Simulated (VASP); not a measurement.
# BP (F-43m) in VASP: a series of runs

One crystal, BP, is run at these levels: r2SCAN; tasks: relaxation of cell and atoms, relaxation of the atoms.

Program: VASP 6.6.1. These are calculated values, not measurements. Logs are shortened: lines on timing, memory, paths and dates and some standing lists are left out, and cuts for length are marked.

**1. Starting point**

It takes space group F-43m (No. 216, cubic). The conventional cell has a = 4.532 Å, b = 4.532 Å, c = 4.532 Å, α = 90.00°, β = 90.00°, γ = 90.00°. B (site symmetry -43m) has 4 P at 1.96 Å as nearest neighbours. Around P (site symmetry -43m) lie 4 B at 1.96 Å.

**2. Relaxation of cell and atoms, r2SCAN**

Contents of INCAR:

```
SYSTEM = BP
PREC = Accurate
ENCUT = 600
EDIFF = 1E-7
ISMEAR = 0
SIGMA = 0.03
LREAL = .FALSE.
LASPH = .TRUE.
NELM = 80
ALGO = Normal
ISIF = 3
LWAVE = .FALSE.
LCHARG = .FALSE.
METAGGA = R2SCAN
LMIXTAU = .TRUE.
IBRION = 2
NSW = 90
EDIFFG = -0.005
```

Contents of KPOINTS:

```
Automatic mesh
0
G
  10 10 10
  0 0 0
```

Contents of POSCAR:

```
BP                                      
1.0
    0.0000000000      2.2660186101      2.2660186101
    2.2660186101     -0.0000000000      2.2660186101
    2.2660186101      2.2660186101      0.0000000000
  B               P             
     1     1
Direct
     0.0000000000000000    0.0000000000000000    0.0000000000000000
     0.2500000000000000    0.2500000000000000    0.2500000000000000
```

Potentials or basis: VASP PAW PBE potentials, release 64 (B, P).

Command:

```bash
$ cat potpaw_PBE.64/B/POTCAR potpaw_PBE.64/P/POTCAR > POTCAR
$ mpirun -np 1 vasp_std > vasp.out
```

OUTCAR:

```text
SYSTEM = BP
   PREC = Accurate
   ENCUT = 600
   EDIFF = 1E-7
   ISMEAR = 0
   LREAL = .FALSE.
   LASPH = .TRUE.
   NELM = 80
   ISIF = 3
   METAGGA = R2SCAN
   IBRION = 2
   NSW = 90
   EDIFFG = -0.005

 ion  position               nearest neighbor table
   1  0.000  0.000  0.000-   2 1.96   2 1.96   2 1.96   2 1.96
   2  0.250  0.250  0.250-   1 1.96   1 1.96   1 1.96   1 1.96

  LATTYP: Found a face centered cubic cell.
 ALAT       =     4.5320372202

  Lattice vectors:

 A1 = (   0.0000000000,   2.2660186101,   2.2660186101)
 A2 = (   2.2660186101,   0.0000000000,   2.2660186101)
 A3 = (   2.2660186101,   2.2660186101,   0.0000000000)

Analysis of symmetry for initial positions (statically):
=====================================================================
 Subroutine PRICEL returns:
 Original cell was already a primitive cell.

 Routine SETGRP: Setting up the symmetry group for a
 face centered cubic supercell.

 Subroutine GETGRP returns: Found 24 space group operations
 (whereof 24 operations were pure point group operations)
 out of a pool of 48 trial point group operations.

The static configuration has the point symmetry T_d .

Analysis of symmetry for dynamics (positions and initial velocities):
=====================================================================
 Subroutine PRICEL returns:
 Original cell was already a primitive cell.

 Routine SETGRP: Setting up the symmetry group for a
 face centered cubic supercell.

 Subroutine GETGRP returns: Found 24 space group operations
 (whereof 24 operations were pure point group operations)
 out of a pool of 48 trial point group operations.

The dynamic configuration has the point symmetry T_d .

 Subroutine INISYM returns: Found 24 space group operations
 (whereof 24 operations are pure point group operations),
 and found     1 'primitive' translations

----------------------------------------------------------------------------------------

                                     Primitive cell

  volume of cell :      23.2713

  direct lattice vectors                    reciprocal lattice vectors
     0.000000000  2.266018610  2.266018610    -0.220651321  0.220651321  0.220651321
     2.266018610  0.000000000  2.266018610     0.220651321 -0.220651321  0.220651321
     2.266018610  2.266018610  0.000000000     0.220651321  0.220651321 -0.220651321

  length of vectors
     3.204634251  3.204634251  3.204634251     0.382179299  0.382179299  0.382179299

  position of ions in fractional coordinates (direct lattice)
     0.000000000  0.000000000  0.000000000
     0.250000000  0.250000000  0.250000000

  ion indices of the primitive-cell ions
   primitive index   ion index
                 1           1
                 2           2

----------------------------------------------------------------------------------------

 KPOINTS: Automatic mesh

Automatic generation of k-mesh.
 Grid dimensions read from file:
 generate k-points for:   10   10   10

 Generating k-lattice:

  Cartesian coordinates                     Fractional coordinates (reciprocal lattice)
    -0.022065132  0.022065132  0.022065132     0.100000000  0.000000000  0.000000000
     0.022065132 -0.022065132  0.022065132     0.000000000  0.100000000  0.000000000
     0.022065132  0.022065132 -0.022065132     0.000000000  0.000000000  0.100000000

  Length of vectors
     0.038217930  0.038217930  0.038217930

  Shift w.r.t. Gamma in fractional coordinates (k-lattice)
     0.000000000  0.000000000  0.000000000

 Subroutine IBZKPT returns following result:
 ===========================================

 Found     47 irreducible k-points:

 Following reciprocal coordinates:
            Coordinates               Weight
  0.000000  0.000000  0.000000      1.000000
  0.100000  0.000000  0.000000      8.000000
  0.200000  0.000000  0.000000      8.000000
  0.300000  0.000000  0.000000      8.000000
  0.400000  0.000000  0.000000      8.000000
  0.500000  0.000000  0.000000      4.000000
[... 16 lines left out ...]
  0.300000  0.300000  0.000000      6.000000
  0.400000  0.300000  0.000000     24.000000
 [... further k-points ...]
   k-points           NKPTS =     47   k-points in BZ     NKDIM =     47   number of bands    NBANDS=      8
   number of dos      NEDOS =    301   number of ions     NIONS =      2
   total plane-waves  NPLWV =  21952
   dimension x,y,z NGX =    28 NGY =   28 NGZ =   28
   dimension x,y,z NGXF=    56 NGYF=   56 NGZF=   56
   ions per type =               1   1
   NGX,Y,Z   is equivalent  to a cutoff of  14.53, 14.53, 14.53 a.u.
   NGXF,Y,Z  is equivalent  to a cutoff of  29.05, 29.05, 29.05 a.u.
 SYSTEM =  BP
   PREC   = accura    normal or accurate (medium, high low for compatibility)
   ISTART =      0    job   : 0-new  1-cont  2-samecut
   ICHARG =      2    charge: 1-file 2-atom 10-const
   ISPIN  =      1    spin polarized calculation?
   LNONCOLLINEAR =      F non collinear calculations
   LSORBIT =      F    spin-orbit coupling
   LASPH  =      T    aspherical Exc in radial PAW
   ENCUT  =  600.0 eV  44.10 Ry    6.64 a.u.   6.40  6.40  6.40*2*pi/ulx,y,z
   NELM   =     80;   NELMIN=  2; NELMDL= -5     # of ELM steps
   EDIFF  = 0.1E-06   stopping-criterion for ELM
   LREAL  =      F    real-space projection
   EDIFFG = -.5E-02   stopping-criterion for IOM
   NSW    =     90    number of steps for IOM
   IBRION =      2    ionic relax: 0-MD 1-quasi-New 2-CG
   NFREE  =      1    steps in history (QN), initial steepest desc. (CG)
   ISIF   =      3    stress and relaxation
   ISYM   =      2    0-nonsym 1-usesym 2-fastsym
   POTIM  = 0.5000    time-step for ionic-motion
   TEBEG  =    0.0;   TEEND  =   0.0 temperature during run
   PSTRESS=    0.0 pullay stress
   NELECT =       8.0000    total number of electrons
   NUPDOWN=      -1.0000    fix difference up-down
   EMIN   =  10.00;   EMAX   =-10.00  energy-range for DOS
   EFERMI =   0.00;   METHOD = LEGACY
   ISMEAR =     0;   SIGMA  =   0.03  broadening in eV -4-tet -1-fermi 0-gaus
   EFERMI_NEDOS =   21; number of points for ismear=-14 and -15
   IALGO  =     38    algorithm
   IMIX   =      4    mixing-type and parameters
     AMIX     =   0.40;   BMIX     =  1.00
     AMIX_MAG =   1.60;   BMIX_MAG =  1.00
  volume/ion in A,a.u.               =      11.64        78.52
  Fermi-wavevector in a.u.,A,eV,Ry     =   1.146827  2.167189 17.894557  1.315213
  Thomas-Fermi vector in A             =   2.283510
   LORBIT       =      0    0 simple, 1 ext, 2 COOP (PROOUT), +10 PAW based schemes
   METAGGA = R2SCAN    functional components
   LHFCALC =     F    Hartree Fock is set to
   AEXX    =    0.0000 exact exchange contribution
   IVDW    =     0    specifies the selected vdW correction
   LEPSILON=     F    determine dielectric tensor
   LRPA    =     F    only Hartree local field effects (RPA)
 conjugate gradient relaxation of ions
 non-spin polarized calculation
 Gauss-broadening in eV      SIGMA  =   0.03
  energy-cutoff  :      600.00
  volume of cell :       23.27
 maximum number of plane-waves:       794
 NGX is ok and might be reduce to    28
   NGX = 13   NGY = 13   NGZ = 13

 number of electron       8.0000000 magnetization

 Free energy of the ion-electron system (eV)
  ---------------------------------------------------
  ext. energy  EPLUGINS =         0.00000000
  ---------------------------------------------------
  free energy    TOTEN  =       -17.31391743 eV

  energy without entropy =      -17.31391743  energy(sigma->0) =      -17.31391743

 E-fermi :   7.5670     XC(G=0): -11.5186

 val. band max:        7.4353529964   @ k =   0.0000   0.0000   0.0000
 cond. band min:       8.8771590867   @ k =   0.4000   0.4000   0.0000
 fundamental gap:      1.4418060903
 Fermi energy:         7.5670158615

 k-point     1 :       0.0000    0.0000    0.0000
  band No.  band energies     occupation
      1      -8.8597      2.00000
      2       7.4354      2.00000
      3       7.4354      2.00000
      4       7.4354      2.00000
      5      11.0826      0.00000
      6      11.0826      0.00000
      7      11.0826      0.00000
      8      15.5101      0.00000

 k-point     2 :       0.1000    0.0000    0.0000
  band No.  band energies     occupation
      1      -8.6697      2.00000
      2       6.0621      2.00000
      3       7.1226      2.00000
      4       7.1226      2.00000
      5      11.5181      0.00000
      6      11.5181      0.00000
      7      11.5766      0.00000
      8      16.0473      0.00000

 k-point     3 :       0.2000    0.0000    0.0000
  band No.  band energies     occupation
      1      -8.1071      2.00000
      2       3.5928      2.00000
      3       6.5282      2.00000
      4       6.5282      2.00000
      5      11.8329      0.00000
      6      12.2862      0.00000
      7      12.2862      0.00000
      8      17.2845      0.00000

 k-point     4 :       0.3000    0.0000    0.0000
  band No.  band energies     occupation
      1      -7.2031      2.00000
      2       1.1048      2.00000
      3       6.0076      2.00000
      4       6.0076      2.00000
      5      11.7567      0.00000
      6      12.6315      0.00000
      7      12.6315      0.00000
      8      18.2493      0.00000

 k-point     5 :       0.4000    0.0000    0.0000
  band No.  band energies     occupation
      1      -6.0768      2.00000
      2      -1.0264      2.00000
      3       5.6772      2.00000
      4       5.6772      2.00000
      5      11.6439      0.00000
      6      12.5508      0.00000
      7      12.5508      0.00000
      8      18.4204      0.00000
[... 177 lines left out ...]
 k-point    22 :      -0.2000    0.2000    0.0000
  band No.  band energies     occupation
      1      -6.8950      2.00000
      2       1.8865      2.00000
      3       3.0445      2.00000
      4       6.1118      2.00000
      5      12.2905      0.00000
      6      13.1335      0.00000
      7      14.2831      0.00000
      8      16.4455      0.00000

 k-point    23 :       0.3000    0.3000    0.0000
  band No.  band energies     occupation
      1      -6.6268      2.00000
      2       2.3161      2.00000
      3       4.0229      2.00000
      4       4.0229      2.00000
      5       9.1717      0.00000
      6      11.6853      0.00000
      7      16.9531      0.00000
      8      16.9531      0.00000

 k-point    24 :       0.4000    0.3000    0.0000
  band No.  band energies     occupation
      1      -5.7529      2.00000
      2       0.9045      2.00000
      3       3.1635      2.00000
      4       3.7104      2.00000
      5       9.4742      0.00000
      6      11.3841      0.00000
      7      17.6127      0.00000
      8      17.6242      0.00000

 [... further k-points ...]

------------------------ aborting loop because EDIFF is reached ----------------------------------------

  FORCE on cell =-STRESS in cart. coord.  units (eV):
  Direction    XX          YY          ZZ          XY          YZ          ZX
  --------------------------------------------------------------------------------------
  -------------------------------------------------------------------------------------
  Total        0.0008018      0.0008018      0.0008018      0.0000000      0.0000000     -0.0000000
  in kB        0.0552016      0.0552016      0.0552016      0.0000000      0.0000000     -0.0000000
  external PRESSURE =       0.0552016 kB  Pullay stress =       0.0000000 kB

 VOLUME and BASIS-vectors are now :
 -----------------------------------------------------------------------------
  energy-cutoff  :      600.00
  volume of cell :       23.27
      direct lattice vectors                 reciprocal lattice vectors
     0.000000000  2.266018610  2.266018610    -0.220651321  0.220651321  0.220651321
     2.266018610  0.000000000  2.266018610     0.220651321 -0.220651321  0.220651321
     2.266018610  2.266018610  0.000000000     0.220651321  0.220651321 -0.220651321

 POSITION                                       TOTAL-FORCE (eV/Angst)
 -----------------------------------------------------------------------------------
      0.00000      0.00000      0.00000        -0.000000      0.000000     -0.000000
      1.13301      1.13301      1.13301         0.000000     -0.000000      0.000000
 -----------------------------------------------------------------------------------
    total drift:                               -0.000000     -0.000000     -0.000000

  FREE ENERGIE OF THE ION-ELECTRON SYSTEM (eV)
  ---------------------------------------------------
  free  energy   TOTEN  =       -17.3139174342 eV

  energy  without entropy=      -17.3139174342  energy(sigma->0) =      -17.31391743

 reached required accuracy - stopping structural energy minimisation
```

It took 32 s on 1 thread of Intel Xeon 6975P-C (Granite Rapids), shared host; peak memory 0.16 GiB.

Results:

* Free energy: -17.3139 eV
* Pressure after relaxing: 0.0 GPa
* Band gap on the k mesh: 1.44 eV, indirect (least direct gap 3.65 eV)

Final structure:
```
B P
1.0
     0.00000    2.26602    2.26602
     2.26602    0.00000    2.26602
     2.26602    2.26602    0.00000
B P
1 1
Direct
  0.00000 0.00000 0.00000
  0.25000 0.25000 0.25000
```

Caveat: the relaxation stopped at its first step, so nothing moved; the PAW data sets were made with another functional, which shifts forces and pressure a little.

**3. Relaxation of the atoms, r2SCAN (a relaxed cell with its volume scaled by 0.94)**

Changes to INCAR since step 2:

```diff
@@ -10,3 +10,3 @@
 ALGO = Normal
-ISIF = 3
+ISIF = 2
 LWAVE = .FALSE.
@@ -16,3 +16,3 @@
 IBRION = 2
-NSW = 90
-EDIFFG = -0.005
+NSW = 40
+EDIFFG = -0.01
```

KPOINTS is that of step 2.

Contents of POSCAR:

```
BP                                      
1.0
    0.0000000000      2.2197603525      2.2197603525
    2.2197603525      0.0000000000      2.2197603525
    2.2197603525      2.2197603525      0.0000000000
  B               P             
     1     1
Direct
     0.0000000000000000    0.0000000000000000    0.0000000000000000
     0.2500000000000000    0.2500000000000000    0.2500000000000000
```

Potentials or basis: VASP PAW PBE potentials, release 64 (B, P).

Command:

```bash
$ cat potpaw_PBE.64/B/POTCAR potpaw_PBE.64/P/POTCAR > POTCAR
$ mpirun -np 1 vasp_std > vasp.out
```

OUTCAR:

```text
SYSTEM = BP
   PREC = Accurate
   ENCUT = 600
   EDIFF = 1E-7
   ISMEAR = 0
   LREAL = .FALSE.
   LASPH = .TRUE.
   NELM = 80
   ISIF = 2
   METAGGA = R2SCAN
   IBRION = 2
   NSW = 40
   EDIFFG = -0.01

 ion  position               nearest neighbor table
   1  0.000  0.000  0.000-   2 1.92   2 1.92   2 1.92   2 1.92
   2  0.250  0.250  0.250-   1 1.92   1 1.92   1 1.92   1 1.92

  LATTYP: Found a face centered cubic cell.
 ALAT       =     4.4395207050
[... 458 lines left out ...]

  FORCE on cell =-STRESS in cart. coord.  units (eV):
  Direction    XX          YY          ZZ          XY          YZ          ZX
  --------------------------------------------------------------------------------------
  -------------------------------------------------------------------------------------
  Total        1.6154016      1.6154016      1.6154016      0.0000000      0.0000000     -0.0000000
  in kB      118.3158231    118.3158231    118.3158231      0.0000000      0.0000000     -0.0000000
  external PRESSURE =     118.3158231 kB  Pullay stress =       0.0000000 kB

 VOLUME and BASIS-vectors are now :
 -----------------------------------------------------------------------------
  energy-cutoff  :      600.00
  volume of cell :       21.88
      direct lattice vectors                 reciprocal lattice vectors
     0.000000000  2.219760352  2.219760352    -0.225249541  0.225249541  0.225249541
     2.219760352  0.000000000  2.219760352     0.225249541 -0.225249541  0.225249541
     2.219760352  2.219760352  0.000000000     0.225249541  0.225249541 -0.225249541

 POSITION                                       TOTAL-FORCE (eV/Angst)
 -----------------------------------------------------------------------------------
      0.00000      0.00000      0.00000         0.000000      0.000000      0.000000
      1.10988      1.10988      1.10988        -0.000000     -0.000000     -0.000000
 -----------------------------------------------------------------------------------
    total drift:                               -0.000000     -0.000000     -0.000000

  FREE ENERGIE OF THE ION-ELECTRON SYSTEM (eV)
  ---------------------------------------------------
  free  energy   TOTEN  =       -17.2640769239 eV

  energy  without entropy=      -17.2640769239  energy(sigma->0) =      -17.26407692

 reached required accuracy - stopping structural energy minimisation
```

OSZICAR:

```text
N       E                     dE             d eps       ncg     rms          rms(c)
DAV:   1     0.641246644472E+01    0.64125E+01   -0.47080E+03   752   0.105E+03
DAV:   2    -0.189834073009E+02   -0.25396E+02   -0.24397E+02  1168   0.124E+02
DAV:   3    -0.192319777035E+02   -0.24857E+00   -0.24857E+00   896   0.159E+01
DAV:   4    -0.192324476276E+02   -0.46992E-03   -0.46992E-03  1216   0.692E-01
[... 11 lines left out ...]
DAV:  16    -0.172640736060E+02   -0.36898E-04   -0.17550E-05   752   0.524E-02    0.699E-03
DAV:  17    -0.172640766191E+02   -0.30130E-05   -0.32167E-06   864   0.222E-02    0.296E-03
DAV:  18    -0.172640770225E+02   -0.40340E-06   -0.16621E-07   952   0.537E-03    0.110E-03
DAV:  19    -0.172640768821E+02    0.14031E-06   -0.50165E-08   392   0.211E-03    0.425E-04
DAV:  20    -0.172640769239E+02   -0.41731E-07   -0.10636E-08   376   0.966E-04
   1 F= -.17264077E+02 E0= -.17264077E+02  d E =-.172641E+02
```

It took 32 s on 1 thread of Intel Xeon 6975P-C (Granite Rapids), shared host; peak memory 0.15 GiB.

Results:

| Item | Value |
| --- | --- |
| Free energy | -17.2641 eV |
| Pressure after relaxing | 11.8 GPa |
| Band gap on the k mesh | 1.36 eV, indirect (least direct gap 3.75 eV) |

Final structure:
```yaml
crystal:
  lattice:
    - [0.00000, 2.21976, 2.21976]
    - [2.21976, 0.00000, 2.21976]
    - [2.21976, 2.21976, 0.00000]
  atoms:
    - { symbol: B, position: [0.00000, 0.00000, 0.00000] }
    - { symbol: P, position: [0.25000, 0.25000, 0.25000] }
```

Caveat: the relaxation stopped at its first step, so nothing moved; the PAW data sets were made with another functional, which shifts forces and pressure a little. A k mesh can miss the band edges.

(Continued in part 2 of 3.)
